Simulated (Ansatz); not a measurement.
A calculation with Ansatz 0.2.0 of KF (ASE script, Cartesian positions):

The input run.py:

```python
import json

import numpy as np

import ansatz as az

calculation = (
    az.Crystal.from_extxyz("KF.xyz")
    .calculation()
    .kpoints(5, 5, 5)
    .functional(exchange="hjs_pbesol", correlation="pbesol", exact_fraction=0.25, screening=0.207)
    .pseudopotentials(kind="paw")
    .occupations(method="fixed")
    .density()
    .potential()
    .output_files(volumetric_format="npy")
    .electron_localization_function()
    .forces()
    .stress()
    .band_table(publish=True)
)
outcome = calculation.run(threads=2, events_out="events.jsonl")

report = outcome.report
for line in open("events.jsonl"):
    event = json.loads(line)
    if event["event"] == "scf_iter":
        d = event["data"]
        print(f"SCF {d['iter']:3d}  HF = {d['harris_foulkes_ev']:.6f} eV  dr2 = {d['dr2_ev']:.2e} eV")
    elif event["event"] in ("relax_step", "md_step"):
        d = event["data"]
        print(f"{event['event']} {d['step']:3d}  E = {d['lagrangian_ev']:.6f} eV")
np.set_printoptions(precision=5, suppress=True, linewidth=110)
print("converged:", report["converged"], "after", report["n_iterations"], "iterations")
print(f"free energy {report['free_energy_ev']:.6f} eV, Fermi level {report['fermi_energy_ev']:.4f} eV")
for key in ("band_edges_ev", "magnetization_mub", "site_moments_mub", "site_moments_nc_mub", "forces_ev_ang",
                "stress_gpa"):
    if report.get(key) is not None:
        print(key, np.array(report[key]), sep="\n")
```

KF.xyz

```xyz
2
Lattice="3.2589550000 0.0000000000 0.0000000000 0.0000000000 3.2589550000 0.0000000000 0.0000000000 0.0000000000 3.2589550000" Properties=species:S:1:pos:R:3 pbc="T T T"
K      0.0000000000      0.0000000000      0.0000000000
F      1.6294775000      1.6294775000      1.6294775000
```

Potentials or basis: Ansatz PAW.

The run is started by

```bash
$ python run.py
```

The cell comes from a database or a generator and needn't be the stable form of this composition.

Task: Write the same calculation in another form: native input, structure typed inline.

Result: As run:

input.yaml

```yaml
crystal:
  lattice:
    - [3.258955, 0.0, 0.0]
    - [0.0, 3.258955, 0.0]
    - [0.0, 0.0, 3.258955]
  atoms:
    - { symbol: K, position: [0.0, 0.0, 0.0] }
    - { symbol: F, position: [0.5, 0.5, 0.5] }
hamiltonian:
  xc:
    exchange: hjs_pbesol
    correlation: pbesol
    exx: { coeff: 0.25, omega: 0.207 }
  pseudopotentials: { kind: paw }
kpoints:
  mp_grid: { grid: [5, 5, 5] }
scf:
  occupations: { method: fixed }
output:
  forces: true
  stress: true
  eigenvalues: true
  write_density: true
  write_potential: true
  elf: true
  volumetric_format: npy
```

Potentials or basis: Ansatz PAW.

The run is started by

```console
$ ansatz run input.yaml --threads 2 --pin off --max-ram 5120MiB --backend cpu --events-out ev --progress --plain --runs-dir out
```

Both were run:

|  | ASE script, Cartesian positions | native input, structure typed inline |
| --- | --- | --- |
| Pressure | -3.1 GPa | -3.1 GPa |
| Band gap on the k mesh | 8.23 eV, indirect (least direct gap 8.25 eV) | 8.23 eV, indirect (least direct gap 8.25 eV) |

Keys that steer only the numerical path or the files written may differ.

Caveat: odd divisions of the mesh miss points on the zone boundary, where band edges often lie, so the gap on the mesh can be too wide; the PAW data sets come from PBE, with cores solved anew for the run's functional, which leaves a small shift of forces and pressure; the thresholds are loose for stress.
